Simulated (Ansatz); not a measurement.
# From the elastic tensor of Sn at 5 GPa (stress–strain coefficients) to moduli and sound speeds

Computed with DFT PBEsol, scalar-relativistic, plane waves, PAW in Ansatz. Cutoff 420 eV, 12×12×12 k-points (Γ-centred), Fermi-Dirac smearing of 0.15 eV. No spin polarisation.

The structure is cubic, space group Fd-3m (No. 227). The conventional cell has a = 6.337 Å, b = 6.337 Å, c = 6.337 Å, α = 90.00°, β = 90.00°, γ = 90.00°. Sn (site symmetry -43m) has 4 Sn at 2.74 Å as nearest neighbours.

In a metal, frequencies and elastic constants depend on the k mesh and the smearing, soft modes and shear constants most.

Relaxed-ion constants (GPa, on the Cartesian axes of the calculation):
```
83.2 54.4 54.4  0.0  0.0  0.0
54.4 83.2 54.4  0.0  0.0  0.0
54.4 54.4 83.2  0.0  0.0  0.0
 0.0  0.0  0.0 27.1  0.0  0.0
 0.0  0.0  0.0  0.0 27.1  0.0
 0.0  0.0  0.0  0.0  0.0 27.1
```

Density 6.197 g/cm³; 2 atoms in 63.62 Å³.

The values that follow are for a polycrystal of randomly turned grains, by Hill's mean where one number stands.

```json
{
 "Bulk modulus, Voigt / Reuss / Hill": "64.0 / 64.0 / 64.0 GPa",
 "Shear modulus, Voigt / Reuss / Hill": "22.0 / 20.0 / 21.0 GPa",
 "Young's modulus": "57 GPa",
 "Poisson ratio": "0.352",
 "Pugh ratio B/G": "3.04",
 "Universal anisotropy index": "0.50",
 "Longitudinal and transverse sound speeds": "3854 and 1842 m/s",
 "Debye temperature from the mean sound speed": "195 K"
}
```

The bands only touch here, so at this level the crystal is a zero-gap semiconductor or semimetal, not an ordinary metal; spin–orbit coupling, left out, can open or move such a gap.

Cost: 1 run of about 3.9 core-minutes, on Arm Neoverse V2 (shared hosts).

Tin in the diamond structure resists compression far better than shear: the bulk modulus is 64.0 GPa, the Hill shear modulus only 21.0 GPa. The softest response is the tetragonal shear, governed by the small difference between C11 (83.2 GPa) and C12 (54.4 GPa). In this open tetrahedral network that strain mainly bends bonds, and the angular forces are weak in tin because its diffuse 5s and 5p orbitals gain little from sp³ hybridisation. The shear described by C44 also stretches bonds, which makes the crystal stiffest along the ⟨111⟩ bond directions.

The tetragonal softness fits the known route to β-tin, which flattens the diamond cell along one cubic axis. The constants satisfy the elastic stability conditions for a cubic crystal, but this excludes only a spontaneous homogeneous strain. At this pressure β-tin is the known stable phase, so the moduli describe a metastable lattice at best. Nor does the high Pugh ratio establish ductility: it is an empirical guide drawn from metals, whereas grey tin is covalently bonded and known to be brittle.
